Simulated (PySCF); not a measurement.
**Question.** What does the GFN2-xTB structure of `c1c[nH]cn1` look like in three dimensions?

**Answer.** 
```
atom  x, y, z in Å
C1    -0.8033   -0.9259    0.0733
C2    -0.8837    0.4085   -0.1991
N3     0.3977    0.8777   -0.1230
C4     1.1814   -0.1831    0.1881
N5     0.4875   -1.2768    0.3117
H6    -1.5875   -1.6545    0.1137
H7    -1.7137    1.0421   -0.4338
H8     0.6917    1.8295   -0.2692
H9     2.2434   -0.1115    0.3131
```

Any rigid rotation of these coordinates is as good. Atoms count from 1 in this order. N3 (pyrrole-type nitrogen) is planar (angles 127.2°, 126.2° and 106.6°, sum 360.0°, 0.00 Å off the plane of its three neighbours). N5 (pyridine-type nitrogen) is bent (angle 105.8°). The 5 heavy atoms lie in one plane (0.000 Å rms). The C–N distances run from 1.301 Å (C4–N5, aromatic) to 1.367 Å (C2–N3, aromatic), a spread of 0.066 Å.

Bonds between heavy atoms (Å): C1–C2 1.364, C2–N3 1.367, N3–C4 1.355, C4–N5 1.301, C1–N5 1.359.

Structure optimised with GFN2-xTB, isolated species.

Point group: Cs (tolerance 0.08 Å). Whether it is a minimum is left open (no frequencies).

The numbers are calculated, not measured.
